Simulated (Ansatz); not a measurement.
Crystal: Sn.

```
CELL_PARAMETERS angstrom
-2.02919 2.02919 1.66076
2.02919 -2.02919 1.66076
2.02919 2.02919 -1.66076
ATOMIC_POSITIONS crystal
Sn 0.00000 0.00000 0.00000
```

This isn't the form of Sn at room conditions, which is tetragonal (white tin).

* Program: Ansatz 0.2.0
* Task: relaxation of cell and atoms
* Functional: PBEsol
* Potentials or basis: Ansatz PAW
* Cutoff: 420 eV (not typed: the program's choice for these potentials)
* k mesh: 10 × 10 × 10
* Occupations: fermi-dirac, width 0.05 eV
* Spin: no spin polarisation

At the start: volume 27.35 Å³/atom.

How do energy, volume and symmetry change on relaxing?

It ends after 4 steps and the volume is 26.25 Å³/atom (-4.0 %); space group I4/mmm (No. 139, to 0.05 Å).

The path:
```tsv
step	energy change (eV)	largest force (eV/Å)	volume (Å³)
1	0.0000	0.0000	27.35
2	-0.0081	0.0000	26.20
3	-0.0082	0.0000	26.25
4	-0.0080	0.0000	26.25
```

Final structure:
```
Sn
1.0
    -1.99062    1.99062    1.65628
     1.99062   -1.99062    1.65628
     1.99062    1.99062   -1.65628
Sn
1
Direct
  0.00000 0.00000 0.00000
```

Caveat: the plane-wave basis is chosen anew once the cell has moved, so the energies of steps on either side of that aren't comparable; the PAW data sets come from PBE, with cores solved anew for the run's functional, which leaves a small shift of forces and pressure.
